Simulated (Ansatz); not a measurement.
Crystal: BaTiO3.

```
CELL_PARAMETERS angstrom
2.82737 1.63238 2.31839
-2.82737 1.63238 2.31839
0.00000 -3.26476 2.31839
ATOMIC_POSITIONS crystal
Ba 0.00000 0.00000 0.00000
Ti 0.48450 0.48450 0.48450
O 0.50860 0.01750 0.50860
O 0.01750 0.50860 0.50860
O 0.50860 0.50860 0.01750
```

Base run:

```yaml
Program: Ansatz 0.2.0
Functional: PBEsol
Potentials_or_basis: Ansatz PAW
Cutoff: "420 eV (not typed: the program's choice for these potentials)"
k_mesh: 7 × 7 × 7
Occupations: fermi-dirac, width 0.05 eV
Spin: no spin polarisation
```

Its results: band gap on the k mesh 2.45 eV, indirect (least direct gap 2.75 eV); pressure -1.2 GPa; largest force 0.144 eV/Å.

Problem. The run is repeated on the same cell with these changes: functional from PBEsol to PBE. What comes out?

Solution. Band gap on the k mesh 2.50 eV, indirect (least direct gap 2.79 eV); pressure 5.0 GPa; largest force 0.138 eV/Å.

PBE binds less tightly than PBEsol, so the same cell stands under more pressure.

Caveats: the k mesh misses the band edges, so the gap on the mesh is wider than the one along the path; spin-orbit coupling is left out, which moves the levels of the heavy elements; the PAW data sets come from PBE, with cores solved anew for the run's functional, which leaves a small shift of forces and pressure (some runs).
